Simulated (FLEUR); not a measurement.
# CuAu (R-3m) in FLEUR: further runs

The runs below take CuAu through band structure, equation of state, with LDA.

Program: FLEUR MaX-R8.1 (later development tree). These are calculated values, not measurements. Logs are shortened: lines on timing, memory, paths and dates and some standing lists are left out, and cuts for length are marked.

## Step 1: The structure

The structure is trigonal, space group R-3m (No. 166). Conventional cell: a = 2.886 Å, b = 2.886 Å, c = 12.769 Å, α = 90.00°, β = 90.00°, γ = 120.00°. Au (site symmetry -3m) is surrounded by 6 Cu at 2.70 Å and 6 Au at 2.89 Å. Cu (site symmetry -3m) has 6 Au at 2.70 Å and 6 Cu at 2.89 Å as nearest neighbours.

The cell comes from a database or a generator and needn't be the stable form of this composition.

## Step 2: Band structure, LDA

The input, inp.xml:

```xml
<?xml version="1.0" encoding="UTF-8" standalone="no"?>
<fleurInput fleurInputVersion="0.39">
   <comment>
      CuAu                                                                                                
   </comment>
   <calculationSetup>
      <cutoffs Kmax="4.14" Gmax="12.8" GmaxXC="12.8" numbands="0"/>
      <scfLoop itmax="60" minDistance="0.00001" maxIterBroyd="15" imix="Anderson" alpha="0.05" precondParam="0.0" spinf="2.0" sdNocoIR="T"/>
      <coreElectrons ctail="T" frcor="F" kcrel="0" coretail_lmax="0"/>
      <xcFunctional name="vwn" relativisticCorrections="F"/>
      <magnetism jspins="1"/>
      <soc l_soc="F" theta="0.0" phi="0.0" spav="F"/>
      <expertModes spex="0" secvar="F"/>
      <geometryOptimization l_f="F" forcealpha="1.0" forcemix="BFGS" epsdisp="0.00001" epsforce="0.00001"/>
      <ldaU l_linMix="F" mixParam="0.05" spinf="1.0"/>
   </calculationSetup>
   <cell>
      <bzIntegration valenceElectrons="38.0" mode="hist" fermiSmearingEnergy="0.00183747">
         <kPointListSelection listName="default-1"/>
         <!-- k-points included here -->
         <xi:include xmlns:xi="http://www.w3.org/2001/XInclude" href="kpts.xml"> </xi:include>
      </bzIntegration>
      <!-- symmetry operations included here -->
      <xi:include xmlns:xi="http://www.w3.org/2001/XInclude" href="sym.xml"> </xi:include>
      <bulkLattice scale="1.0">
         <bravaisMatrix>
[... 30 lines left out ...]
         <energyParameters s="4" p="4" d="3" f="4"/>
         <lo type="SCLO" l="0" n="3" eDeriv="0"/>
         <lo type="SCLO" l="1" n="3" eDeriv="0"/>
         <lo type="SCLO" l="1" n="3" eDeriv="1"/>
         <lo type="SCLO" l="2" n="3" eDeriv="2"/>
         <lo type="SCLO" l="3" n="4" eDeriv="2"/>
      </species>
   </atomSpecies>
   <atomGroups>
      <atomGroup species="Gold (Au)">
         <relPos label="                   1">.0000000000 .0000000000 .0000000000</relPos>
         <force calculate="T" relaxXYZ="TTT"/>
      </atomGroup>
      <atomGroup species="Copper (Cu)">
         <relPos label="                   2">1.000/2.000 1.000/2.000 1.000/2.000</relPos>
         <force calculate="T" relaxXYZ="TTT"/>
      </atomGroup>
   </atomGroups>
   <output dos="F" band="F" slice="F">
      <checks vchk="F" cdinf="F"/>
      <bandDOS minEnergy="-.5*Htr" maxEnergy="0.5*Htr" sigma="0.015" storeEVData="T"/>
      <vacuumDOS vacdos="F" integ="F" star="F" nstars="0" locx1="0.0" locy1="0.0" locx2="0.0" locy2="0.0" nstm="0" tworkf="0.0"/>
      <unfoldingBand unfoldBand="F" supercellX="1" supercellY="1" supercellZ="1"/>
      <plotting iplot="0" polar="F">
         <plot TwoD="T" vec1="  1.0  0.0  0.0" vec2="  0.0  1.0  0.0" vec3="  0.0  0.0  1.0" zero="  0.0  0.0  0.0" file="plot"/>
      </plotting>
      <chargeDensitySlicing numkpt="0" minEigenval="0.0" maxEigenval="0.0" nnne="0" pallst="F"/>
      <specialOutput eonly="F"/>
      <moessbauerParams electricFieldGradient="T" isomerShift="T" coreHyperfine="T" valenceHyperfine="T"/>
      <magneticCircularDichroism mcd="F" energyLo="-10.0" energyUp="0.0"/>
   </output>
  <!-- We include the file relax.xml here to enable relaxations (see documentation) -->
  <xi:include xmlns:xi="http://www.w3.org/2001/XInclude" href="relax.xml"> <xi:fallback/> </xi:include>
</fleurInput>
```

The input, crystal.txt:

```
CuAu
&input cartesian=F /
1.4430568479  0.8331492596  4.2561707609
-1.4430568479  0.8331492596  4.2561707609
0.0000000000  -1.6662985192  4.2561707609
1.8897261246
1.0 1.0 1.0

2
79 0.0000000000  0.0000000000  0.0000000000
29 0.5000000000  0.5000000000  0.5000000000

&kpt div1=11 div2=11 div3=11 gamma=T /
```

The input, inp.xml (bands):

```
<?xml version="1.0" encoding="UTF-8" standalone="no"?>
<fleurInput fleurInputVersion="0.39">
   <comment>
      CuAu                                                                                                
   </comment>
   <calculationSetup>
      <cutoffs Kmax="4.14" Gmax="12.8" GmaxXC="12.8" numbands="0"/>
      <scfLoop itmax="60" minDistance="0.00001" maxIterBroyd="15" imix="Anderson" alpha="0.05" precondParam="0.0" spinf="2.0" sdNocoIR="T"/>
      <coreElectrons ctail="T" frcor="F" kcrel="0" coretail_lmax="0"/>
      <xcFunctional name="vwn" relativisticCorrections="F"/>
      <magnetism jspins="1"/>
      <soc l_soc="F" theta="0.0" phi="0.0" spav="F"/>
      <expertModes spex="0" secvar="F"/>
      <geometryOptimization l_f="F" forcealpha="1.0" forcemix="BFGS" epsdisp="0.00001" epsforce="0.00001"/>
      <ldaU l_linMix="F" mixParam="0.05" spinf="1.0"/>
   </calculationSetup>
   <cell>
      <bzIntegration valenceElectrons="38.0" mode="hist" fermiSmearingEnergy="0.00183747">
         <kPointListSelection listName="path-1"/>
         <!-- k-points included here -->
         <xi:include xmlns:xi="http://www.w3.org/2001/XInclude" href="kpts.xml"> </xi:include>
      </bzIntegration>
      <!-- symmetry operations included here -->
      <xi:include xmlns:xi="http://www.w3.org/2001/XInclude" href="sym.xml"> </xi:include>
      <bulkLattice scale="1.0">
         <bravaisMatrix>
[... 29 lines left out ...]
         </electronConfig>
         <energyParameters s="4" p="4" d="3" f="4"/>
         <lo type="SCLO" l="0" n="3" eDeriv="0"/>
         <lo type="SCLO" l="1" n="3" eDeriv="0"/>
         <lo type="SCLO" l="1" n="3" eDeriv="1"/>
         <lo type="SCLO" l="2" n="3" eDeriv="2"/>
         <lo type="SCLO" l="3" n="4" eDeriv="2"/>
      </species>
   </atomSpecies>
   <atomGroups>
      <atomGroup species="Gold (Au)">
         <relPos label="                   1">.0000000000 .0000000000 .0000000000</relPos>
         <force calculate="T" relaxXYZ="TTT"/>
      </atomGroup>
      <atomGroup species="Copper (Cu)">
         <relPos label="                   2">1.000/2.000 1.000/2.000 1.000/2.000</relPos>
         <force calculate="T" relaxXYZ="TTT"/>
      </atomGroup>
   </atomGroups>
   <output dos="F" band="T" slice="F">
      <checks vchk="F" cdinf="F"/>
      <bandDOS minEnergy="-.5*Htr" maxEnergy="0.5*Htr" sigma="0.015" storeEVData="T"/>
      <vacuumDOS vacdos="F" integ="F" star="F" nstars="0" locx1="0.0" locy1="0.0" locx2="0.0" locy2="0.0" nstm="0" tworkf="0.0"/>
      <unfoldingBand unfoldBand="F" supercellX="1" supercellY="1" supercellZ="1"/>
      <plotting iplot="0" polar="F">
         <plot TwoD="T" vec1="  1.0  0.0  0.0" vec2="  0.0  1.0  0.0" vec3="  0.0  0.0  1.0" zero="  0.0  0.0  0.0" file="plot"/>
      </plotting>
      <chargeDensitySlicing numkpt="0" minEigenval="0.0" maxEigenval="0.0" nnne="0" pallst="F"/>
      <specialOutput eonly="F"/>
      <moessbauerParams electricFieldGradient="T" isomerShift="T" coreHyperfine="T" valenceHyperfine="T"/>
      <magneticCircularDichroism mcd="F" energyLo="-10.0" energyUp="0.0"/>
   </output>
  <!-- We include the file relax.xml here to enable relaxations (see documentation) -->
  <xi:include xmlns:xi="http://www.w3.org/2001/XInclude" href="relax.xml"> <xi:fallback/> </xi:include>
</fleurInput>
```

Potentials or basis: all-electron, FLAPW.

On the command line:

```
$ inpgen -f crystal.txt -profile fastHighL
$ # inp.xml edited to the form shown
$ fleur_MPI
$ fleur_MPI   # second run, on inp.xml (bands)
```

What it wrote:

```text
Welcome to FLEUR        (www.flapw.de)
      MaX-Release 8.1          (www.max-centre.eu)

 ========== k-point set info ==========
 Selected k-point list: default-1
 k-point list type: mesh
 11 x 11 x 11
 Number of k points: 146

 ------------Calculation Setup---------------------------
 Number of MPI-tasks      :            1
 Number of PE/node        :            1
 Number of OMP-threads    :            1
 Most efficient MPI parallelization for:
           1           2          73         146
 Additional eigenvalue parallelization possible
 Number of basis functions:          333
 Approximate size of matrices (H+S) per k-point:         0.002 GB
 --------------------------------------------------------
 Iteration:     1   Distance:      24.96158455 me/bohr^3
 Iteration:     2   Distance:      18.51286432 me/bohr^3
 Iteration:     3   Distance:      10.16909466 me/bohr^3
 Iteration:     4   Distance:       7.22153369 me/bohr^3
 Iteration:     5   Distance:       7.99176917 me/bohr^3
 Iteration:     6   Distance:       1.54311276 me/bohr^3
 Iteration:     7   Distance:       1.64652708 me/bohr^3
 Iteration:     8   Distance:       0.78049875 me/bohr^3
 Iteration:     9   Distance:       0.58680814 me/bohr^3
 Iteration:    10   Distance:       0.07129761 me/bohr^3
 Iteration:    11   Distance:       0.03556967 me/bohr^3
 Iteration:    12   Distance:       0.01080429 me/bohr^3
 Iteration:    13   Distance:       0.01008387 me/bohr^3
 Iteration:    14   Distance:       0.00091073 me/bohr^3
 Iteration:    15   Distance:       0.00057995 me/bohr^3
 Iteration:    16   Distance:       0.00038715 me/bohr^3
 Iteration:    17   Distance:       0.00011299 me/bohr^3
 Iteration:    18   Distance:       0.00006129 me/bohr^3
 Iteration:    19   Distance:       0.00001330 me/bohr^3
 Iteration:    20   Distance:       0.00000311 me/bohr^3

 ********************************************************************
 Run finished successfully
 Stop message:
   all done
 ********************************************************************
```

Wall time 2.3 min (1 thread of Arm Neoverse V1, shared host); peak memory 0.07 GiB.

Results:

| Item | Value |
| --- | --- |
| Free energy | -563001.8090 eV |
| Band gap along the path | none (metal or under the smearing width) |
| Valence electrons inside the program's atomic spheres | Au 17.02; Cu 18.08 (radii Au 2.37, Cu 2.37 bohr) |

Levels at the corners of the path, in eV from the Fermi level:
```csv
point,band 17,band 18,band 19,band 20,band 21,band 22
Γ,-2.20,-1.57,-1.57,-0.11,4.53,14.53
L,-2.03,-1.76,0.03,0.98,5.40,6.80
B1,-1.83,-1.73,2.32,2.63,3.52,3.89
B,-1.83,-1.73,2.32,2.63,3.52,3.89
Z,-2.54,-2.54,-2.16,-2.16,12.33,14.40
Γ,-2.20,-1.57,-1.57,-0.11,4.53,14.53
X,-1.90,-1.74,2.09,2.57,3.51,5.34
Q,-1.90,-1.74,2.09,2.57,3.51,5.34
F,-1.57,-1.42,-1.18,1.14,2.61,6.20
P1,-1.77,-1.66,-0.14,0.32,2.65,7.82
Z,-2.54,-2.54,-2.16,-2.16,12.33,14.40
L,-2.03,-1.76,0.03,0.98,5.40,6.80
P,-1.77,-1.66,-0.14,0.32,2.65,7.82
```

Core levels (eV from the Fermi level):
```
atom                                                                                                                                                                                                                                     levels
1 Au  1s1/2 -80590.3, 2s1/2 -14207.5, 2p1/2 -13626.6, 2p3/2 -11792.6, 3s1/2 -3350.9, 3p1/2 -3089.4, 3p3/2 -2684.8, 4s1/2 -724.8, 3d3/2 -2249.9, 3d5/2 -2162.9, 4p1/2 -613.3, 4p3/2 -516.1, 4d3/2 -333.6, 4d5/2 -315.4, 4f5/2 -81.1, 4f7/2 -77.3
2 Cu                                                                                                                                                                                   1s1/2 -8828.6, 2s1/2 -1057.6, 2p1/2 -927.4, 2p3/2 -906.9
```

Caveat: spin-orbit coupling is left out, which moves the levels of the heavy elements.

## Step 3: Equation of state, LDA, 14.43 Å³/atom (volume scaled by 0.94)

Changes to inp.xml since step 2:

```diff
@@ -6,3 +6,3 @@
    <calculationSetup>
-      <cutoffs Kmax="4.14" Gmax="12.8" GmaxXC="12.8" numbands="0"/>
+      <cutoffs Kmax="4.28" Gmax="13.3" GmaxXC="13.3" numbands="0"/>
       <scfLoop itmax="60" minDistance="0.00001" maxIterBroyd="15" imix="Anderson" alpha="0.05" precondParam="0.0" spinf="2.0" sdNocoIR="T"/>
@@ -24,3 +24,3 @@
       <xi:include xmlns:xi="http://www.w3.org/2001/XInclude" href="sym.xml"> </xi:include>
-      <bulkLattice scale="1.0">
+      <bulkLattice scale="0.9795861087">
          <bravaisMatrix>
@@ -34,3 +34,3 @@
       <species name="Gold (Au)" element="Au" atomicNumber="79">
-         <mtSphere radius="2.37" gridPoints="783" logIncrement="0.017"/>
+         <mtSphere radius="2.29" gridPoints="783" logIncrement="0.017"/>
          <atomicCutoffs lmax="9" lnonsphr="9"/>
@@ -49,3 +49,3 @@
       <species name="Copper (Cu)" element="Cu" atomicNumber="29">
-         <mtSphere radius="2.37" gridPoints="783" logIncrement="0.016"/>
+         <mtSphere radius="2.29" gridPoints="783" logIncrement="0.016"/>
          <atomicCutoffs lmax="9" lnonsphr="9"/>
```

Potentials or basis: all-electron, FLAPW.

On the command line:

```
$ inpgen -f crystal.txt -profile fastHighL
$ # inp.xml edited to the form shown
$ fleur_MPI
```

Run time: 2.3 min. Hardware: 1 thread of Arm Neoverse V1, shared host; peak memory 0.09 GiB.

It converged, with:

| Property | Result |
| --- | --- |
| Free energy | -563001.9097 eV |
| Band gap on the k mesh | none (metal or under the smearing width) |
| Valence electrons inside the program's atomic spheres | Au 16.78; Cu 17.99 (radii Au 2.29, Cu 2.29 bohr) |

## Step 4: Equation of state, LDA, 14.74 Å³/atom (volume scaled by 0.96)

Changes to inp.xml since step 3:

```diff
@@ -24,3 +24,3 @@
       <xi:include xmlns:xi="http://www.w3.org/2001/XInclude" href="sym.xml"> </xi:include>
-      <bulkLattice scale="0.9795861087">
+      <bulkLattice scale="0.9864848297">
          <bravaisMatrix>
```

On the command line:

```
$ inpgen -f crystal.txt -profile fastHighL
$ # inp.xml edited to the form shown
$ fleur_MPI
```

It took 2.5 min on 1 thread of Arm Neoverse V1, shared host; peak memory 0.09 GiB.

The run converged. Its results:

```yaml
Free_energy: -563001.8863 eV
Band_gap_on_the_k_mesh: none (metal or under the smearing width)
Valence_electrons_inside_the_program's_atomic_spheres: Au 16.77; Cu 17.96 (radii Au 2.29, Cu 2.29 bohr)
```

## Step 5: Equation of state, LDA, 15.35 Å³/atom

Changes to inp.xml since step 4:

```diff
@@ -24,3 +24,3 @@
       <xi:include xmlns:xi="http://www.w3.org/2001/XInclude" href="sym.xml"> </xi:include>
-      <bulkLattice scale="0.9864848297">
+      <bulkLattice scale="1.0000000000">
          <bravaisMatrix>
```

On the command line:

```
$ inpgen -f crystal.txt -profile fastHighL
$ # inp.xml edited to the form shown
$ fleur_MPI
```

Wall time 2.6 min (1 thread of Arm Neoverse V1, shared host); peak memory 0.09 GiB.

The run converged. Its results:

| Property | Result |
| --- | --- |
| Free energy | -563001.8064 eV |
| Band gap on the k mesh | none (metal or under the smearing width) |
| Valence electrons inside the program's atomic spheres | Au 16.74; Cu 17.92 (radii Au 2.29, Cu 2.29 bohr) |

## Step 6: Equation of state, LDA, 15.97 Å³/atom (volume scaled by 1.04)

Changes to inp.xml since step 5:

```diff
@@ -24,3 +24,3 @@
       <xi:include xmlns:xi="http://www.w3.org/2001/XInclude" href="sym.xml"> </xi:include>
-      <bulkLattice scale="1.0000000000">
+      <bulkLattice scale="1.0131594038">
          <bravaisMatrix>
```

Potentials or basis: all-electron, FLAPW.

On the command line:

```
$ inpgen -f crystal.txt -profile fastHighL
$ # inp.xml edited to the form shown
$ fleur_MPI
```

Run time: 2.7 min. Hardware: 1 thread of Arm Neoverse V1, shared host; peak memory 0.09 GiB.

Results (log left out):

```yaml
Free_energy: -563001.6922 eV
Band_gap_on_the_k_mesh: none (metal or under the smearing width)
Valence_electrons_inside_the_program's_atomic_spheres: Au 16.71; Cu 17.88 (radii Au 2.29, Cu 2.29 bohr)
```

## Step 7: Equation of state, LDA, 16.27 Å³/atom (volume scaled by 1.06)

Changes to inp.xml since step 6:

```diff
@@ -24,3 +24,3 @@
       <xi:include xmlns:xi="http://www.w3.org/2001/XInclude" href="sym.xml"> </xi:include>
-      <bulkLattice scale="1.0131594038">
+      <bulkLattice scale="1.0196128224">
          <bravaisMatrix>
```

On the command line:

```
$ inpgen -f crystal.txt -profile fastHighL
$ # inp.xml edited to the form shown
$ fleur_MPI
```

Wall time 2.8 min (1 thread of Arm Neoverse V1, shared host); peak memory 0.09 GiB.

Results (log left out):

```
Free energy                                           : -563001.6250 eV
Band gap on the k mesh                                : none (metal or under the smearing width)
Valence electrons inside the program's atomic spheres : Au 16.70; Cu 17.86 (radii Au 2.29, Cu 2.29 bohr)
```

## Step 8: Equation of state, LDA

This step only gathers the single runs of the series.

Results:

```yaml
Equilibrium_volume: "14.07 Å³/atom (rough: see the caveat)"
Bulk_modulus_at_fixed_shape_and_positions: 188 GPa (rough)
```

Energy against volume, from the lowest point:
```csv
volume (Å³/atom),energy (meV/atom)
14.430,0.00
14.737,11.70
15.351,51.65
15.965,108.72
16.272,142.32
```

Caveat: the minimum lies outside the volumes run; the cell was scaled at fixed shape and fractional positions, which overstates the stiffness of a crystal with free parameters, most of all of layers and chains.
